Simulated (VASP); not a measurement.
Input for VASP

**INCAR**
```
SYSTEM = SrF2
PREC = Accurate
ENCUT = 520
EDIFF = 1E-6
NELM = 25
ALGO = VeryFast
LREAL = .FALSE.
LASPH = .TRUE.
ISMEAR = 0
SIGMA = 0.05
GGA = PE
LMAXMIX = 4
LWAVE = .FALSE.
LCHARG = .FALSE.
ISIF = 2
HFSCREEN = 0.2
AEXX = 0.25
LHFCALC = .TRUE.
PRECFOCK = Fast
ISYM = 3
```

POSCAR:
```
SrF2
1
    0.0000000000     2.9580000000     2.9580000000
    2.9580000000     0.0000000000     2.9580000000
    2.9580000000     2.9580000000     0.0000000000
Sr F
1 2
Direct
  0.0000000000   0.0000000000   0.0000000000
  0.2500000000   0.2500000000   0.2500000000
  0.7500000000   0.7500000000   0.7500000000
```

### KPOINTS
```
Automatic mesh
0
Gamma
2 2 2
0 0 0
```

POTCAR, in this order: Sr_sv F (PBE.64 set). Program: vasp_std.

The resulting files:

### standard output
```
 POSCAR found type information on POSCAR SrF
 POSCAR found :  2 types and       3 ions
 Reading from existing POTCAR
 Reading from existing POTCAR
 LDA part: xc-table for (Slater+PW92), standard interpolation
 POSCAR, INCAR and KPOINTS ok, starting setup
 WAVECAR not read
 entering main loop
       N       E                     dE             d eps       ncg     rms          rms(c)
RMM:   1    -0.365275591365E+03   -0.36528E+03   -0.98892E+03    48   0.125E+03
RMM:   2    -0.622640577396E+03   -0.25736E+03   -0.28623E+03    48   0.332E+02
RMM:   3    -0.673552940303E+03   -0.50912E+02   -0.79751E+02    48   0.183E+02
RMM:   4    -0.690439462614E+03   -0.16887E+02   -0.22191E+02    48   0.101E+02
RMM:   5    -0.687189450624E+03    0.32500E+01   -0.71543E+01    48   0.526E+01
RMM:   6    -0.685159908369E+03    0.20295E+01   -0.21780E+01    48   0.281E+01
RMM:   7    -0.684102535646E+03    0.10574E+01   -0.94438E+00    48   0.187E+01
RMM:   8    -0.683715394412E+03    0.38714E+00   -0.60538E+00    48   0.143E+01
RMM:   9    -0.683554213735E+03    0.16118E+00   -0.54916E+00   155   0.123E+01
RMM:  10    -0.683695598874E+03   -0.14139E+00   -0.45048E+00   158   0.914E+00
RMM:  11    -0.683714125134E+03   -0.18526E-01   -0.43308E+00   160   0.859E+00
RMM:  12    -0.683725159905E+03   -0.11035E-01   -0.43050E+00   163   0.830E+00    0.484E+01
RMM:  13     0.131841071952E+03    0.81557E+03   -0.85253E+01   192   0.652E+01    0.176E+01
RMM:  14     0.124325651841E+03   -0.75154E+01   -0.17605E+01   165   0.276E+01    0.694E+00
RMM:  15     0.128112593214E+03    0.37869E+01   -0.65848E+00   153   0.103E+01    0.433E+00
RMM:  16     0.127614826929E+03   -0.49777E+00   -0.59831E+00   163   0.878E+00    0.231E+00
RMM:  17     0.127889002929E+03    0.27418E+00   -0.61110E+00   168   0.883E+00    0.139E+00
RMM:  18     0.127677726713E+03   -0.21128E+00   -0.59564E+00   168   0.851E+00    0.878E-01
RMM:  19     0.127922963712E+03    0.24524E+00   -0.60985E+00   169   0.875E+00    0.577E-01
RMM:  20     0.127731319101E+03   -0.19164E+00   -0.58795E+00   171   0.846E+00    0.420E-01
RMM:  21     0.127920327640E+03    0.18901E+00   -0.60731E+00   171   0.873E+00    0.348E-01
RMM:  22     0.127747395081E+03   -0.17293E+00   -0.58660E+00   173   0.847E+00    0.269E-01
RMM:  23     0.127911401495E+03    0.16401E+00   -0.60155E+00   173   0.873E+00    0.276E-01
RMM:  24     0.127755984235E+03   -0.15542E+00   -0.58580E+00   178   0.851E+00    0.235E-01
RMM:  25     0.127903373312E+03    0.14739E+00   -0.59836E+00   180   0.872E+00

 -----------------------------------------------------------------------------
|                                                                             |
|           W    W    AA    RRRRR   N    N  II  N    N   GGGG   !!!           |
|           W    W   A  A   R    R  NN   N  II  NN   N  G    G  !!!           |
|           W    W  A    A  R    R  N N  N  II  N N  N  G       !!!           |
|           W WW W  AAAAAA  RRRRR   N  N N  II  N  N N  G  GGG   !            |
|           WW  WW  A    A  R   R   N   NN  II  N   NN  G    G                |
|           W    W  A    A  R    R  N    N  II  N    N   GGGG   !!!           |
|                                                                             |
|     The electronic self-consistency was not achieved in the given           |
|     number of steps (NELM). The forces and other quantities evaluated       |
|     might not be reliable so examine the results carefully. If you find     |
|     spurious results, we suggest increasing NELM, if you were close to      |
|     convergence or switching to a different ALGO or adjusting the           |
|     density mixing parameters otherwise.                                    |
|                                                                             |
 -----------------------------------------------------------------------------

   1 F= 0.12790337E+03 E0= 0.12790337E+03  d E =-.181516E-19
```

### OUTCAR
```
------------------------ aborting loop EDIFF was not reached (unconverged)  ----------------------------
  FORCE on cell =-STRESS in cart. coord.  units (eV):
  Direction    XX          YY          ZZ          XY          YZ          ZX
  --------------------------------------------------------------------------------------
  Total      -42.4219152    -42.4219152    -42.4219152     -0.0000000     -0.0000000      0.0000000
  in kB    -1313.0351392  -1313.0351392  -1313.0351392     -0.0000000     -0.0000000      0.0000000
  external PRESSURE =   -1313.0351392 kB  Pullay stress =       0.0000000 kB
  volume of cell :       51.76
      direct lattice vectors                 reciprocal lattice vectors
     0.000000000  2.958000000  2.958000000    -0.169033130  0.169033130  0.169033130
     2.958000000  0.000000000  2.958000000     0.169033130 -0.169033130  0.169033130
     2.958000000  2.958000000  0.000000000     0.169033130  0.169033130 -0.169033130
 POSITION                                       TOTAL-FORCE (eV/Angst)
 -----------------------------------------------------------------------------------
      0.00000      0.00000      0.00000        -0.000000      0.000000      0.000000
      1.47900      1.47900      1.47900         0.000000      0.000000      0.000000
      4.43700      4.43700      4.43700        -0.000000     -0.000000     -0.000000
 -----------------------------------------------------------------------------------
    total drift:                               -0.158070     -0.127232     -0.112729
  FREE ENERGIE OF THE ION-ELECTRON SYSTEM (eV)
  ---------------------------------------------------
  free  energy   TOTEN  =       127.9033733118 eV

  energy  without entropy=      127.9033733118  energy(sigma->0) =      127.90337331

  exchange ACFDT corr.  =         0.00000000  see jH, gK, PRB 81, 115126
```
(Selected blocks of OUTCAR.)

### Question
Read input and log: which fault does this run have?
(A) the lattice vectors form a left-handed set
(B) LDAUL, LDAUU and LDAUJ hold more entries than there are species
(C) selective dynamics freezes every atom
(D) a hybrid functional was run with ALGO = VeryFast

### Answer
D, a hybrid functional was run with ALGO = VeryFast. The run did not converge; its last values are not results. Against the sound run, the energy per atom (σ→0) rises by 49.445 eV/atom; the pressure falls by 128.12 GPa; the band gap falls by 3.15 eV.

To mend it, set ALGO = Normal.

The mended run (HSE06 screened hybrid, plane waves, VASP's PBE PAW potentials (set 64)) converges, and its OSZICAR ends with
```
   1 F= -.20432582E+02 E0= -.20432582E+02  d E =-.172741E-22
```

The compound is SrF2 in the fluorite structure. The cell was not relaxed at this level.
